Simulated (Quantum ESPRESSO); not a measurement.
# Cu (P6_3/mmc) in Quantum ESPRESSO: equation of state

Aim: energy against volume of Cu in PBEsol, for its equilibrium volume and stiffness.

Program: Quantum ESPRESSO 7.5. These are calculated values, not measurements. Logs are shortened: lines on timing, memory, paths and dates and some standing lists are left out, and cuts for length are marked.

## (1) The structure

The structure is hexagonal, space group P6_3/mmc (No. 194). The conventional cell has a = 2.534 Å, b = 2.534 Å, c = 4.113 Å, α = 90.00°, β = 90.00°, γ = 120.00°. Cu (site symmetry -6m2) is surrounded by 12 Cu at 2.52 to 2.53 Å.

This isn't the form of Cu at room conditions, which is fcc.

## (2) Single point, PBEsol, 10.75 Å³/atom

File pw.in:

```
&CONTROL
  calculation = 'scf'
  prefix = 'pwscf'
  outdir = './tmp'
  pseudo_dir = './pseudo'
  tprnfor = .true.
  tstress = .true.
  disk_io = 'nowf'
/
&SYSTEM
  ibrav = 0
  nat = 2
  ntyp = 1
  ecutwfc = 56
  ecutrho = 448
  nbnd = 27
  occupations = 'smearing'
  smearing = 'fd'
  degauss = 0.00367493
/
&ELECTRONS
  conv_thr = 4d-10
  electron_maxstep = 120
  mixing_beta = 0.5
/
ATOMIC_SPECIES
Cu    63.5460 cu_pbesol_v1.2.uspp.F.UPF
CELL_PARAMETERS angstrom
   2.4823658959    0.0000000000    0.0000000000
  -1.2411829479    2.1497919273    0.0000000000
   0.0000000000    0.0000000000    4.0286174227
ATOMIC_POSITIONS crystal
Cu     0.6666666667    0.3333333333    0.7500000000
Cu     0.3333333333    0.6666666667    0.2500000000
K_POINTS automatic
12 12 7 0 0 0
```

Potentials or basis: GBRV 1.5 PBEsol.

Launch:

```console
$ OMP_NUM_THREADS=1 mpirun -n 2 pw.x -nk 2 -in pw.in > pw.out
```

pw.out:

```text
This program is part of the open-source Quantum ESPRESSO suite
     for quantum simulation of materials; please cite
         "P. Giannozzi et al., J. Phys.:Condens. Matter 21 395502 (2009);
         "P. Giannozzi et al., J. Phys.:Condens. Matter 29 465901 (2017);
         "P. Giannozzi et al., J. Chem. Phys. 152 154105 (2020);
     in publications or presentations arising from this work. More details at

     Message from routine setup:
     using ibrav=0 with symmetry is DISCOURAGED, use correct ibrav instead

     K-points division:     npool     =       2
     Subspace diagonalization in iterative solution of the eigenvalue problem:
     a serial algorithm will be used

     G-vector sticks info
     --------------------
     sticks:   dense  smooth     PW     G-vecs:    dense   smooth      PW
     Sum         673     349    109                23259     8245    1473

     Using Slab Decomposition

     bravais-lattice index     =            0
     lattice parameter (alat)  =       4.6910  a.u.
     unit-cell volume          =     145.0824 (a.u.)^3
     number of atoms/cell      =            2
     number of atomic types    =            1
     number of electrons       =        38.00
     number of Kohn-Sham states=           27
     kinetic-energy cutoff     =      56.0000  Ry
     charge density cutoff     =     448.0000  Ry
     scf convergence threshold =      4.0E-10
     mixing beta               =       0.5000
     number of iterations used =            8  plain     mixing
     Exchange-correlation= SLA  PW   PSX  PSC
                           (   1   4  10   8   0   0   0)

     celldm(1)=   4.690992  celldm(2)=   0.000000  celldm(3)=   0.000000
     celldm(4)=   0.000000  celldm(5)=   0.000000  celldm(6)=   0.000000

     crystal axes: (cart. coord. in units of alat)
               a(1) = (   1.000000   0.000000   0.000000 )
               a(2) = (  -0.500000   0.866025   0.000000 )
               a(3) = (   0.000000   0.000000   1.622894 )

     reciprocal axes: (cart. coord. in units 2 pi/alat)
               b(1) = (  1.000000  0.577350 -0.000000 )
               b(2) = (  0.000000  1.154701  0.000000 )
               b(3) = (  0.000000 -0.000000  0.616183 )

     PseudoPot. # 1 for Cu read from file:
     cu_pbesol_v1.2.uspp.F.UPF
     Pseudo is Ultrasoft + core correction, Zval = 19.0
     Generated by new atomic code, or converted to UPF format
     Using radial grid of  867 points,  6 beta functions with:
                l(1) =   0
                l(2) =   0
                l(3) =   1
                l(4) =   1
                l(5) =   2
                l(6) =   2
     Q(r) pseudized with  8 coefficients,  rinner =    1.150   1.150   1.150
                                                       1.150   1.150

     atomic species   valence    mass     pseudopotential
     Cu               19.00    63.54600     Cu( 1.00)

     24 Sym. Ops., with inversion, found (12 have fractional translation)

   Cartesian axes

     site n.     atom                  positions (alat units)
         1        Cu     tau(   1) = (   0.5000000   0.2886751   1.2171707  )
         2        Cu     tau(   2) = (  -0.0000000   0.5773503   0.4057236  )

     number of k points=    76  Fermi-Dirac smearing, width (Ry)=  0.0037
                       cart. coord. in units 2pi/alat
        k(    1) = (   0.0000000   0.0000000   0.0000000), wk =   0.0019841
        k(    2) = (   0.0000000   0.0000000   0.0880262), wk =   0.0039683
        k(    3) = (   0.0000000   0.0000000   0.1760523), wk =   0.0039683
        k(    4) = (   0.0000000   0.0000000   0.2640785), wk =   0.0039683
        k(    5) = (   0.0000000   0.0962250   0.0000000), wk =   0.0119048
        k(    6) = (   0.0000000   0.0962250   0.0880262), wk =   0.0238095
[... 68 lines left out ...]
        k(   75) = (   0.3333333   0.5773503   0.1760523), wk =   0.0079365
        k(   76) = (   0.3333333   0.5773503   0.2640785), wk =   0.0079365

     Dense  grid:    23259 G-vectors     FFT dimensions: (  32,  32,  54)

     Smooth grid:     8245 G-vectors     FFT dimensions: (  24,  24,  40)

     Check: negative core charge=   -0.000002

     Initial potential from superposition of free atoms

     starting charge      36.0000, renormalised to      38.0000
     Starting wfcs are   26 randomized atomic wfcs +    1 random wfcs

     Self-consistent Calculation

     iteration #  1     ecut=    56.00 Ry     beta= 0.50
     Davidson diagonalization with overlap
     ethr =  1.00E-02,  avg # of iterations =  5.4

     total energy              =    -802.22371164 Ry
     estimated scf accuracy    <       9.82115503 Ry
[... 120 lines left out ...]
     iteration # 19     ecut=    56.00 Ry     beta= 0.50
     Davidson diagonalization with overlap
     ethr =  5.04E-12,  avg # of iterations =  2.0

     End of self-consistent calculation

          k = 0.0000 0.0000 0.0000 (  1039 PWs)   bands (ev):

   -94.5205 -94.4974 -52.1353 -51.9979 -51.9979 -51.9749 -51.9737 -51.9737
     7.7315  12.2794  14.6557  14.7003  14.7003  14.9526  14.9526  15.2595
    15.2595  16.1569  16.1569  16.6168  22.2846  39.9304  40.9175  40.9175
    42.5825  42.5825  42.8237
[... 157 lines left out ...]
   -94.4965 -94.4944 -52.1205 -52.1134 -52.0257 -52.0172 -52.0133 -52.0090
    12.3613  12.6026  13.6455  13.8050  15.1854  15.4078  15.5418  15.9787
    16.2288  16.2670  17.0000  18.1834  24.2364  25.1751  34.3020  34.3839
    36.0955  36.7650  38.2523

          k = 0.0000-0.5774 0.0000 (  1024 PWs)   bands (ev):

   -94.4983 -94.4907 -52.1144 -52.0907 -52.0670 -52.0339 -52.0145 -51.9962
    12.5629  12.8305  13.0904  14.5163  14.5835  14.7194  14.9915  16.2605
    16.3314  16.3799  17.9246  19.6640  26.1216  26.6105  29.2764  29.8954
    31.5476  38.1512  40.0752

          k = 0.0000-0.5774 0.0880 (  1022 PWs)   bands (ev):

   -94.4979 -94.4911 -52.1196 -52.0964 -52.0580 -52.0321 -52.0126 -51.9981
    12.4491  12.8501  13.3363  13.9630  14.6554  14.9899  15.4247  16.1924
    16.3012  16.3754  17.8070  19.5774  25.2420  25.5221  30.7441  31.2230
    31.8484  38.2234  39.7819

          k = 0.0000-0.5774 0.1761 (  1022 PWs)   bands (ev):

   -94.4969 -94.4921 -52.1264 -52.1088 -52.0406 -52.0268 -52.0108 -52.0033
    12.3663  12.8175  13.6073  13.6865  14.8626  15.1093  15.9249  16.1946
    16.3060  16.3626  17.5533  19.2690  24.0417  24.1581  32.7149  33.2750
    33.7028  37.7930  38.4348

          k = 0.0000-0.5774 0.2641 (  1024 PWs)   bands (ev):

   -94.4954 -94.4937 -52.1272 -52.1207 -52.0245 -52.0193 -52.0141 -52.0109
    12.4283  12.6176  13.6261  13.7544  15.1785  15.5560  15.5884  16.2126
    16.3236  16.3440  17.8608  18.6561  23.3688  23.3913  34.0610  35.7865
    35.8541  36.0327  38.3652
[... 332 lines left out ...]
   -94.4927 -94.4927 -52.1003 -52.1003 -52.0730 -52.0625 -52.0068 -52.0068
    13.5762  13.5762  13.6217  13.7233  14.3108  14.3108  15.2141  15.3821
    16.1826  16.1826  22.1071  22.1071  23.1361  24.4704  25.6099  25.6099
    38.8937  38.8937  38.9899

     the Fermi energy is    17.9019 ev

!    total energy              =    -807.02107576 Ry
     estimated scf accuracy    <          8.4E-13 Ry
     smearing contrib. (-TS)   =      -0.00058097 Ry
     internal energy E=F+TS    =    -807.02049479 Ry

     The total energy is F=E-TS. E is the sum of the following terms:
     one-electron contribution =    -510.44473700 Ry
     hartree contribution      =     280.30472167 Ry
     xc contribution           =     -76.89073617 Ry
     ewald contribution        =    -499.98974328 Ry

     convergence has been achieved in  19 iterations

     Forces acting on atoms (cartesian axes, Ry/au):

     atom    1 type  1   force =     0.00000000    0.00000000    0.00000000
     atom    2 type  1   force =     0.00000000    0.00000000    0.00000000

     Total force =     0.000000     Total SCF correction =     0.000000

     Computing stress (Cartesian axis) and pressure

          total   stress  (Ry/bohr**3)                   (kbar)     P=      102.44
   0.00067613  -0.00000000   0.00000000           99.46       -0.00        0.00
  -0.00000000   0.00067613   0.00000000           -0.00       99.46        0.00
   0.00000000   0.00000000   0.00073691            0.00        0.00      108.40

=------------------------------------------------------------------------------=
   JOB DONE.
=------------------------------------------------------------------------------=
```

It took 29 s on 2 MPI ranks of Arm Neoverse V2, shared host; peak memory 0.2 GiB.

Results:

| Property | Result |
| --- | --- |
| Free energy | -10980.0811 eV |
| Pressure | 10.2 GPa |
| Band gap on the k mesh | none (metal or under the smearing width) |

## (3) Single point, PBEsol, 10.98 Å³/atom

Edit pw.in of step 2 so:

```diff
@@ -28,5 +28,5 @@
 CELL_PARAMETERS angstrom
-   2.4823658959    0.0000000000    0.0000000000
-  -1.2411829479    2.1497919273    0.0000000000
-   0.0000000000    0.0000000000    4.0286174227
+   2.4998479218    0.0000000000    0.0000000000
+  -1.2499239609    2.1649318059    0.0000000000
+   0.0000000000    0.0000000000    4.0569889027
 ATOMIC_POSITIONS crystal
```

Potentials or basis: GBRV 1.5 PBEsol.

Launch:

```console
$ OMP_NUM_THREADS=1 mpirun -n 2 pw.x -nk 2 -in pw.in > pw.out
```

It took 29 s on 2 MPI ranks of Arm Neoverse V2, shared host; peak memory 0.2 GiB.

Results (log left out):

```
Free energy            : -10980.1056 eV
Pressure               : 5.8 GPa
Band gap on the k mesh : none (metal or under the smearing width)
```

## (4) Single point, PBEsol, 11.21 Å³/atom

Edit pw.in of step 3 so:

```diff
@@ -28,5 +28,5 @@
 CELL_PARAMETERS angstrom
-   2.4998479218    0.0000000000    0.0000000000
-  -1.2499239609    2.1649318059    0.0000000000
-   0.0000000000    0.0000000000    4.0569889027
+   2.5170887971    0.0000000000    0.0000000000
+  -1.2585443986    2.1798628419    0.0000000000
+   0.0000000000    0.0000000000    4.0849690207
 ATOMIC_POSITIONS crystal
```

Launch:

```console
$ OMP_NUM_THREADS=1 mpirun -n 2 pw.x -nk 2 -in pw.in > pw.out
```

Run time: 29 s. Hardware: 2 MPI ranks of Arm Neoverse V2, shared host; peak memory 0.2 GiB.

Results (log left out):

```yaml
Free_energy: -10980.1184 eV
Pressure: 2.1 GPa
Band_gap_on_the_k_mesh: none (metal or under the smearing width)
```

## (5) Single point, PBEsol, 11.44 Å³/atom

Edit pw.in of step 4 so:

```diff
@@ -28,5 +28,5 @@
 CELL_PARAMETERS angstrom
-   2.5170887971    0.0000000000    0.0000000000
-  -1.2585443986    2.1798628419    0.0000000000
-   0.0000000000    0.0000000000    4.0849690207
+   2.5340966698    0.0000000000    0.0000000000
+  -1.2670483349    2.1945920917    0.0000000000
+   0.0000000000    0.0000000000    4.1125710000
 ATOMIC_POSITIONS crystal
```

Launch:

```console
$ OMP_NUM_THREADS=1 mpirun -n 2 pw.x -nk 2 -in pw.in > pw.out
```

Wall time 32 s (2 MPI ranks of Arm Neoverse V2, shared host); peak memory 0.2 GiB.

The run converged. Its results:

- Free energy: -10980.1209 eV
- Pressure: -1.4 GPa
- Band gap on the k mesh: none (metal or under the smearing width)

## (6) Single point, PBEsol, 11.66 Å³/atom

Edit pw.in of step 5 so:

```diff
@@ -28,5 +28,5 @@
 CELL_PARAMETERS angstrom
-   2.5340966698    0.0000000000    0.0000000000
-  -1.2670483349    2.1945920917    0.0000000000
-   0.0000000000    0.0000000000    4.1125710000
+   2.5508792560    0.0000000000    0.0000000000
+  -1.2754396280    2.2091262377    0.0000000000
+   0.0000000000    0.0000000000    4.1398073633
 ATOMIC_POSITIONS crystal
```

Potentials or basis: GBRV 1.5 PBEsol.

Launch:

```console
$ OMP_NUM_THREADS=1 mpirun -n 2 pw.x -nk 2 -in pw.in > pw.out
```

It took 34 s on 2 MPI ranks of Arm Neoverse V2, shared host; peak memory 0.22 GiB.

It converged, with:

```
Free energy            : -10980.1141 eV
Pressure               : -4.3 GPa
Band gap on the k mesh : none (metal or under the smearing width)
```

## (7) Single point, PBEsol, 11.89 Å³/atom

Edit pw.in of step 6 so:

```diff
@@ -28,5 +28,5 @@
 CELL_PARAMETERS angstrom
-   2.5508792560    0.0000000000    0.0000000000
-  -1.2754396280    2.2091262377    0.0000000000
-   0.0000000000    0.0000000000    4.1398073633
+   2.5674438712    0.0000000000    0.0000000000
+  -1.2837219356    2.2234716153    0.0000000000
+   0.0000000000    0.0000000000    4.1666899825
 ATOMIC_POSITIONS crystal
```

Launch:

```console
$ OMP_NUM_THREADS=1 mpirun -n 2 pw.x -nk 2 -in pw.in > pw.out
```

Run time: 36 s. Hardware: 2 MPI ranks of Arm Neoverse V2, shared host; peak memory 0.22 GiB.

It converged, with:

```
Free energy            : -10980.0992 eV
Pressure               : -7.2 GPa
Band gap on the k mesh : none (metal or under the smearing width)
```

## (8) Single point, PBEsol, 12.12 Å³/atom

Edit pw.in of step 7 so:

```diff
@@ -28,5 +28,5 @@
 CELL_PARAMETERS angstrom
-   2.5674438712    0.0000000000    0.0000000000
-  -1.2837219356    2.2234716153    0.0000000000
-   0.0000000000    0.0000000000    4.1666899825
+   2.5837974578    0.0000000000    0.0000000000
+  -1.2918987289    2.2376342367    0.0000000000
+   0.0000000000    0.0000000000    4.1932301247
 ATOMIC_POSITIONS crystal
```

Launch:

```console
$ OMP_NUM_THREADS=1 mpirun -n 2 pw.x -nk 2 -in pw.in > pw.out
```

Run time: 35 s. Hardware: 2 MPI ranks of Arm Neoverse V2, shared host; peak memory 0.22 GiB.

It converged, with:

| Quantity | Value |
| --- | --- |
| Free energy | -10980.0769 eV |
| Pressure | -9.4 GPa |
| Band gap on the k mesh | none (metal or under the smearing width) |

## (9) Equation of state, PBEsol

Potentials or basis: GBRV 1.5 PBEsol.

This step only gathers the single runs of the series.

Results:

| Property | Result |
| --- | --- |
| Equilibrium volume | 11.38 Å³/atom |
| Bulk modulus at fixed shape and positions | 165 GPa |
| Pressure derivative of the bulk modulus | 4.9 |

Energy against volume, from the lowest point:
```csv
volume (Å³/atom),energy (meV/atom)
10.749,19.90
10.978,7.64
11.207,1.24
11.436,0.00
11.664,3.40
11.893,10.87
12.122,22.00
```

Caveat: the cell was scaled at fixed shape and fractional positions, which overstates the stiffness of a crystal with free parameters, most of all of layers and chains.
